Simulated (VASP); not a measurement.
# CdSe (P6_3mc) in VASP: further runs

The runs below take CdSe through single point, relaxation of cell and atoms, with PBE.

Program: VASP 6.6.1. These are calculated values, not measurements. Logs are shortened: lines on timing, memory, paths and dates and some standing lists are left out, and cuts for length are marked.

**The experiment to reproduce.**

A printed reference work, data compilation reports, for a bulk crystal of CdSe at 2 K: band gap 1.841 eV.

The results are compared with them further down.

## 1. The cell of the first run

The structure is hexagonal, space group P6_3mc (No. 186). The conventional cell has a = 4.383 Å, b = 4.383 Å, c = 7.154 Å, α = 90.00°, β = 90.00°, γ = 120.00°. Cd (site symmetry 3m) has 4 Se at 2.68 to 2.69 Å within 3.5 Å. Within 3.5 Å of Se (site symmetry 3m) lie 4 Cd at 2.68 to 2.69 Å.

## 2. Single point, PBE

The input, INCAR:

```
SYSTEM = CdSe
PREC = Accurate
ENCUT = 520
EDIFF = 1E-6
ISMEAR = -1
SIGMA = 0.02
LREAL = .False.
LASPH = .True.
NELM = 80
ALGO = Normal
ISIF = 2
LWAVE = .False.
LCHARG = .True.
GGA = PE
LELF = .True.
LVHAR = .True.
NBANDS = 26
```

The input, KPOINTS:

```
regular mesh
0
Gamma
  6 6 4
  0 0 0
```

The input, POSCAR:

```
CdSe
1.0
    4.3833795891      0.0000000000      0.0000000000
   -2.1916897946      3.7961180786      0.0000000000
    0.0000000000      0.0000000000      7.1535455202
Cd Se
2 2
Direct
    0.3333333333      0.6666666667      0.0045810705
    0.6666666667      0.3333333333      0.5045810705
    0.3333333333      0.6666666667      0.3804189295
    0.6666666667      0.3333333333      0.8804189295
```

Potentials or basis: VASP PAW PBE potentials, release 64 (Cd, Se).

On the command line:

```console
> cat potpaw_PBE.64/Cd/POTCAR potpaw_PBE.64/Se/POTCAR > POTCAR
> mpirun -np 1 vasp_std > vasp.out
```

OUTCAR:

```text
SYSTEM = CdSe
   PREC = Accurate
   ENCUT = 520
   EDIFF = 1E-6
   ISMEAR = -1
   LREAL = .False.
   LASPH = .True.
   NELM = 80
   ISIF = 2
   GGA = PE

 ion  position               nearest neighbor table
   1  0.333  0.667  0.005-   4 2.68   4 2.68   4 2.68   3 2.69
   2  0.667  0.333  0.505-   3 2.68   3 2.68   3 2.68   4 2.69
   3  0.333  0.667  0.380-   2 2.68   2 2.68   2 2.68   1 2.69
   4  0.667  0.333  0.880-   1 2.68   1 2.68   1 2.68   2 2.69

  LATTYP: Found a hexagonal cell.
 ALAT       =     4.3833795891
 C/A-ratio  =     1.6319703495

  Lattice vectors:

 A1 = (   4.3833795891,   0.0000000000,   0.0000000000)
 A2 = (  -2.1916897946,   3.7961180786,   0.0000000000)
 A3 = (   0.0000000000,   0.0000000000,   7.1535455202)

Analysis of symmetry for initial positions (statically):
=====================================================================
 Subroutine PRICEL returns:
 Original cell was already a primitive cell.

 Routine SETGRP: Setting up the symmetry group for a
 hexagonal supercell.

 Subroutine GETGRP returns: Found 12 space group operations
 (whereof  6 operations were pure point group operations)
 out of a pool of 24 trial point group operations.

The static configuration has the point symmetry C_3v.
 The point group associated with its full space group is C_6v.

Analysis of symmetry for dynamics (positions and initial velocities):
=====================================================================
 Subroutine PRICEL returns:
 Original cell was already a primitive cell.

 Routine SETGRP: Setting up the symmetry group for a
 hexagonal supercell.

 Subroutine GETGRP returns: Found 12 space group operations
 (whereof  6 operations were pure point group operations)
 out of a pool of 24 trial point group operations.

The dynamic configuration has the point symmetry C_3v.
 The point group associated with its full space group is C_6v.

 Subroutine INISYM returns: Found 12 space group operations
 (whereof  6 operations are pure point group operations),
 and found     1 'primitive' translations

----------------------------------------------------------------------------------------

                                     Primitive cell

  volume of cell :     119.0338

  direct lattice vectors                    reciprocal lattice vectors
     4.383379589  0.000000000  0.000000000     0.228134475  0.131713500  0.000000000
    -2.191689795  3.796118079  0.000000000     0.000000000  0.263427001  0.000000000
     0.000000000  0.000000000  7.153545520     0.000000000  0.000000000  0.139790821

  length of vectors
     4.383379589  4.383379589  7.153545520     0.263427001  0.263427001  0.139790821

  position of ions in fractional coordinates (direct lattice)
     0.333333333  0.666666667  0.004581071
     0.666666667  0.333333333  0.504581071
     0.333333333  0.666666667  0.380418930
     0.666666667  0.333333333  0.880418930

  ion indices of the primitive-cell ions
   primitive index   ion index
                 1           1
                 2           2
                 3           3
                 4           4

----------------------------------------------------------------------------------------

 KPOINTS: regular mesh

Automatic generation of k-mesh.
 Grid dimensions read from file:
 generate k-points for:    6    6    4

 Generating k-lattice:

  Cartesian coordinates                     Fractional coordinates (reciprocal lattice)
     0.038022412  0.021952250  0.000000000     0.166666667  0.000000000  0.000000000
     0.000000000  0.043904500  0.000000000     0.000000000  0.166666667  0.000000000
     0.000000000  0.000000000  0.034947705     0.000000000  0.000000000  0.250000000

  Length of vectors
     0.043904500  0.043904500  0.034947705

  Shift w.r.t. Gamma in fractional coordinates (k-lattice)
     0.000000000  0.000000000  0.000000000

 Subroutine IBZKPT returns following result:
 ===========================================

 Found     21 irreducible k-points:

 Following reciprocal coordinates:
            Coordinates               Weight
  0.000000  0.000000  0.000000      1.000000
  0.166667 -0.000000  0.000000      6.000000
  0.333333 -0.000000  0.000000      6.000000
  0.500000 -0.000000  0.000000      3.000000
  0.166667  0.166667  0.000000      6.000000
  0.333333  0.166667  0.000000     12.000000
[... 13 lines left out ...]
  0.333333  0.166667  0.500000     12.000000
  0.333333  0.333333  0.500000      2.000000
   k-points           NKPTS =     21   k-points in BZ     NKDIM =     21   number of bands    NBANDS=     26
   number of dos      NEDOS =    301   number of ions     NIONS =      4
   total plane-waves  NPLWV =  69984
   dimension x,y,z NGX =    36 NGY =   36 NGZ =   54
   dimension x,y,z NGXF=    72 NGYF=   72 NGZF=  108
   ions per type =               2   2
   NGX,Y,Z   is equivalent  to a cutoff of  13.65, 13.65, 12.55 a.u.
   NGXF,Y,Z  is equivalent  to a cutoff of  27.31, 27.31, 25.10 a.u.
 SYSTEM =  CdSe
   PREC   = accura    normal or accurate (medium, high low for compatibility)
   ISTART =      0    job   : 0-new  1-cont  2-samecut
   ICHARG =      2    charge: 1-file 2-atom 10-const
   ISPIN  =      1    spin polarized calculation?
   LNONCOLLINEAR =      F non collinear calculations
   LSORBIT =      F    spin-orbit coupling
   LASPH  =      T    aspherical Exc in radial PAW
   ENCUT  =  520.0 eV  38.22 Ry    6.18 a.u.   8.15  8.15 13.30*2*pi/ulx,y,z
   NELM   =     80;   NELMIN=  2; NELMDL= -5     # of ELM steps
   EDIFF  = 0.1E-05   stopping-criterion for ELM
   LREAL  =      F    real-space projection
   EDIFFG = 0.1E-04   stopping-criterion for IOM
   NSW    =      0    number of steps for IOM
   IBRION =     -1    ionic relax: 0-MD 1-quasi-New 2-CG
   NFREE  =      0    steps in history (QN), initial steepest desc. (CG)
   ISIF   =      2    stress and relaxation
   ISYM   =      2    0-nonsym 1-usesym 2-fastsym
   POTIM  = 0.5000    time-step for ionic-motion
   TEBEG  =    0.0;   TEEND  =   0.0 temperature during run
   PSTRESS=    0.0 pullay stress
   NELECT =      36.0000    total number of electrons
   NUPDOWN=      -1.0000    fix difference up-down
   EMIN   =  10.00;   EMAX   =-10.00  energy-range for DOS
   EFERMI =   0.00;   METHOD = LEGACY
   ISMEAR =    -1;   SIGMA  =   0.02  broadening in eV -4-tet -1-fermi 0-gaus
   EFERMI_NEDOS =   21; number of points for ismear=-14 and -15
   IALGO  =     38    algorithm
   IMIX   =      4    mixing-type and parameters
     AMIX     =   0.40;   BMIX     =  1.00
     AMIX_MAG =   1.60;   BMIX_MAG =  1.00
  volume/ion in A,a.u.               =      29.76       200.82
  Fermi-wavevector in a.u.,A,eV,Ry     =   1.098885  2.076592 16.429694  1.207548
  Thomas-Fermi vector in A             =   2.235270
   LORBIT       =      0    0 simple, 1 ext, 2 COOP (PROOUT), +10 PAW based schemes
   GGA     = PE    functional components
   LHFCALC =     F    Hartree Fock is set to
   AEXX    =    0.0000 exact exchange contribution
   IVDW    =     0    specifies the selected vdW correction
   LEPSILON=     F    determine dielectric tensor
   LRPA    =     F    only Hartree local field effects (RPA)
 non-spin polarized calculation
  energy-cutoff  :      520.00
  volume of cell :      119.03
 maximum number of plane-waves:      3232
 NGX is ok and might be reduce to    36
   NGX = 17   NGY = 17   NGZ = 27

 number of electron      36.0000003 magnetization

 Free energy of the ion-electron system (eV)
  ---------------------------------------------------
  ext. energy  EPLUGINS =         0.00000000
  ---------------------------------------------------
  free energy    TOTEN  =       -10.99084519 eV

  energy without entropy =      -10.99084517  energy(sigma->0) =      -10.99084518

 E-fermi :   0.7948     XC(G=0):  -8.6251

 val. band max:        0.5170837188   @ k =   0.0000   0.0000   0.0000
 cond. band min:       1.0573625454   @ k =   0.0000   0.0000   0.0000
 fundamental gap:      0.5402788266
 Fermi energy:         0.7948458264

 k-point     1 :       0.0000    0.0000    0.0000
  band No.  band energies     occupation
      1     -11.7827      2.00000
      2     -11.4536      2.00000
      3      -7.2413      2.00000
      4      -7.2361      2.00000
      5      -7.2361      2.00000
      6      -7.1784      2.00000
[... 18 lines left out ...]
     25       7.4711      0.00000
     26       8.0164      0.00000

 k-point     2 :       0.1667   -0.0000    0.0000
  band No.  band energies     occupation
      1     -11.7104      2.00000
      2     -11.4212      2.00000
      3      -7.2193      2.00000
      4      -7.2115      2.00000
      5      -7.1759      2.00000
      6      -7.1445      2.00000
[... 18 lines left out ...]
     25       7.6540      0.00000
     26       8.0555      0.00000

 k-point     3 :       0.3333   -0.0000    0.0000
  band No.  band energies     occupation
      1     -11.5532      2.00000
      2     -11.3667      2.00000
      3      -7.1814      2.00000
      4      -7.1728      2.00000
      5      -7.0815      2.00000
      6      -7.0762      2.00000
[... 18 lines left out ...]
     25       8.2891      0.00000
     26       8.5332      0.00000

 k-point     4 :       0.5000   -0.0000    0.0000
  band No.  band energies     occupation
      1     -11.4589      2.00000
      2     -11.3540      2.00000
      3      -7.1681      2.00000
      4      -7.1600      2.00000
      5      -7.0447      2.00000
      6      -7.0299      2.00000
[... 18 lines left out ...]
     25       8.3158      0.00000
     26       9.9689      0.00000
[... 409 lines left out ...]
      1     -11.4826      2.00000
      2     -11.4826      2.00000
      3      -7.1519      2.00000
      4      -7.1519      2.00000
      5      -7.1336      2.00000
      6      -7.1336      2.00000
[... 18 lines left out ...]
     25       7.9408      0.00000
     26       7.9408      0.00000

 k-point    20 :       0.3333    0.1667    0.5000
  band No.  band energies     occupation
      1     -11.4015      2.00000
      2     -11.4015      2.00000
      3      -7.1285      2.00000
      4      -7.1285      2.00000
      5      -7.1043      2.00000
      6      -7.1043      2.00000
[... 18 lines left out ...]
     25       8.3708      0.00000
     26       8.3708      0.00000

 k-point    21 :       0.3333    0.3333    0.5000
  band No.  band energies     occupation
      1     -11.3751      2.00000
      2     -11.3751      2.00000
      3      -7.1106      2.00000
      4      -7.1106      2.00000
      5      -7.1029      2.00000
      6      -7.1029      2.00000
[... 18 lines left out ...]
     25       9.1053      0.00000
     26       9.1053      0.00000

------------------------ aborting loop because EDIFF is reached ----------------------------------------

  FORCE on cell =-STRESS in cart. coord.  units (eV):
  Direction    XX          YY          ZZ          XY          YZ          ZX
  --------------------------------------------------------------------------------------
  -------------------------------------------------------------------------------------
  Total        0.1882115      0.1882115      0.1734956     -0.0000000      0.0000000      0.0000000
  in kB        2.5333004      2.5333004      2.3352260     -0.0000000      0.0000000      0.0000000
  external PRESSURE =       2.4672756 kB  Pullay stress =       0.0000000 kB

 VOLUME and BASIS-vectors are now :
 -----------------------------------------------------------------------------
  energy-cutoff  :      520.00
  volume of cell :      119.03
      direct lattice vectors                 reciprocal lattice vectors
     4.383379589  0.000000000  0.000000000     0.228134475  0.131713500  0.000000000
    -2.191689795  3.796118079  0.000000000     0.000000000  0.263427001  0.000000000
     0.000000000  0.000000000  7.153545520     0.000000000  0.000000000  0.139790821

 POSITION                                       TOTAL-FORCE (eV/Angst)
 -----------------------------------------------------------------------------------
     -0.00000      2.53075      0.03277        -0.000000      0.000000      0.003035
      2.19169      1.26537      3.60954         0.000000     -0.000000      0.003035
     -0.00000      2.53075      2.72134        -0.000000      0.000000     -0.003035
      2.19169      1.26537      6.29812         0.000000     -0.000000     -0.003035
 -----------------------------------------------------------------------------------
    total drift:                               -0.000000     -0.000000      0.000462

  FREE ENERGIE OF THE ION-ELECTRON SYSTEM (eV)
  ---------------------------------------------------
  free  energy   TOTEN  =       -10.9908451901 eV

  energy  without entropy=      -10.9908451739  energy(sigma->0) =      -10.99084518
```

Wall time 66 s (1 thread of Intel Xeon 8259CL, shared host); peak memory 0.27 GiB.

What came out:

```yaml
Free_energy: -10.9908 eV
Pressure: 0.2 GPa
Largest_force: 0.003 eV/Å
Band_gap_on_the_k_mesh: 0.54 eV
```

Forces on the atoms (eV/Å):
```
Cd   0.000  0.000  0.003
Cd   0.000  0.000  0.003
Se   0.000  0.000 -0.003
Se   0.000  0.000 -0.003
```

Levels at points of the mesh, in eV from the valence-band top:
```csv
k point,band 16,band 17,band 18,band 19,band 20,band 21
"(0.00, 0.00, 0.00)",-0.04,0.00,0.00,0.54,2.14,5.85
"(0.50, 0.00, 0.00)",-1.68,-1.20,-0.68,3.09,3.33,4.78
"(0.00, 0.00, 0.50)",-0.36,-0.36,-0.36,2.26,2.26,5.76
"(0.50, 0.00, 0.50)",-1.24,-1.22,-1.22,2.90,2.90,4.83
```

## 3. Relaxation of cell and atoms, PBE

This run uses another cell than the first one, of 28.10 Å³/atom.

The input, INCAR:

```
SYSTEM = CdSe
ALGO = Normal
EDIFF = 1E-6
EDIFFG = -0.005
ENCUT = 600
GGA = PE
IBRION = 2
ISIF = 3
ISMEAR = -1
LASPH = .True.
LCHARG = .False.
LREAL = .False.
LWAVE = .False.
NELM = 60
NSW = 80
PREC = Accurate
SIGMA = 0.02
```

The input, KPOINTS:

```
k-points
0
Gamma
  6 6 4
  0 0 0
```

The input, POSCAR:

```
CdSe
1.0
    4.3000000000      0.0000000000      0.0000000000
   -2.1500000000      3.7239092363      0.0000000000
    0.0000000000      0.0000000000      7.0200000000
Cd Se
2 2
Direct
    0.3333333333      0.6666666667      0.0000000000
    0.6666666667      0.3333333333      0.5000000000
    0.3333333333      0.6666666667      0.3850000000
    0.6666666667      0.3333333333      0.8850000000
```

Potentials or basis: VASP PAW PBE potentials, release 64 (Cd, Se).

On the command line:

```console
> cat potpaw_PBE.64/Cd/POTCAR potpaw_PBE.64/Se/POTCAR > POTCAR
> mpirun -np 1 vasp_std > vasp.out
```

Wall time 8.8 min (1 thread of Intel Xeon 8259CL, shared host); peak memory 0.3 GiB.

It converged, with:

- Free energy: -10.9889 eV
- Relaxed volume: 29.90 Å³/atom
- Relaxed cell: a = 4.390 Å, b = 4.390 Å, c = 7.164 Å, α = 90.00°, β = 90.00°, γ = 120.00°
- Space group after relaxing (to 0.1 Å): P6_3mc (No. 186)
- Energy gained by relaxing: 22.0 meV/atom
- Ionic steps: 13
- Pressure after relaxing: 0.0 GPa
- Band gap on the k mesh: 0.53 eV

Forces in eV/Å, atoms in the order of the input:
```
Cd   0.000  0.000  0.002
Cd   0.000  0.000  0.002
Se   0.000  0.000 -0.002
Se   0.000  0.000 -0.002
```

The path:
```
step  energy change (eV)  largest force (eV/Å)  pressure (GPa)  volume (Å³)
   1              0.0000                0.2922            3.29       112.41
   2             -0.0778                0.0480           -0.87       122.06
   3             -0.0840                0.0919           -0.09       119.82
   4             -0.0840                0.0950           -0.01       119.67
   5             -0.0853                0.0644            0.04       119.50
   6             -0.0862                0.0143            0.14       119.24
   7             -0.0872                0.0097            0.02       119.54
   8             -0.0878                0.0024           -0.14       119.98
   9             -0.0881                0.0069            0.02       119.59
  10             -0.0881                0.0066           -0.01       119.63
  11             -0.0881                0.0064            0.00       119.62
  12             -0.0881                0.0065            0.00       119.60
  13             -0.0881                0.0024            0.00       119.59
```

Final structure:
```cif
data_structure
_symmetry_space_group_name_H-M 'P 1'
_symmetry_Int_Tables_number 1
_cell_length_a 4.3905
_cell_length_b 4.3905
_cell_length_c 7.1641
_cell_angle_alpha 90.000
_cell_angle_beta 90.000
_cell_angle_gamma 120.000
_cell_volume 119.59
loop_
_atom_site_label
_atom_site_type_symbol
_atom_site_fract_x
_atom_site_fract_y
_atom_site_fract_z
_atom_site_occupancy
Cd1 Cd 0.33333 0.66667 0.00456 1
Cd2 Cd 0.66667 0.33333 0.50456 1
Se1 Se 0.33333 0.66667 0.38044 1
Se2 Se 0.66667 0.33333 0.88044 1
```

Levels at points of the mesh, in eV from the valence-band top:
| k point | band 16 | band 17 | band 18 | band 19 | band 20 | band 21 |
| --- | --- | --- | --- | --- | --- | --- |
| (0.00, 0.00, 0.00) | -0.04 | 0.00 | 0.00 | 0.53 | 2.13 | 5.85 |
| (0.50, 0.00, 0.00) | -1.66 | -1.19 | -0.68 | 3.08 | 3.32 | 4.79 |
| (0.00, 0.00, 0.50) | -0.36 | -0.36 | -0.36 | 2.25 | 2.25 | 5.76 |
| (0.50, 0.00, 0.50) | -1.23 | -1.20 | -1.20 | 2.89 | 2.89 | 4.83 |

Expect the measured gap to be larger: semilocal functionals such as PBE lack the derivative discontinuity. Zero-point motion and thermal expansion aren't in these numbers.

## 4. How close it comes

Step 2. A measured gap of CdSe is 1.841 eV (2 K; a printed reference work, data compilation); the calculated 0.54 eV misses it by -1.30 eV. So large a miss can be the level of theory's own, or it may mean another phase, state or a wrong row. Spin-orbit coupling on Cd, Se is left out. The value is that of PBE, without temperature or zero-point motion. Semilocal functionals fall short of measured gaps as a rule.
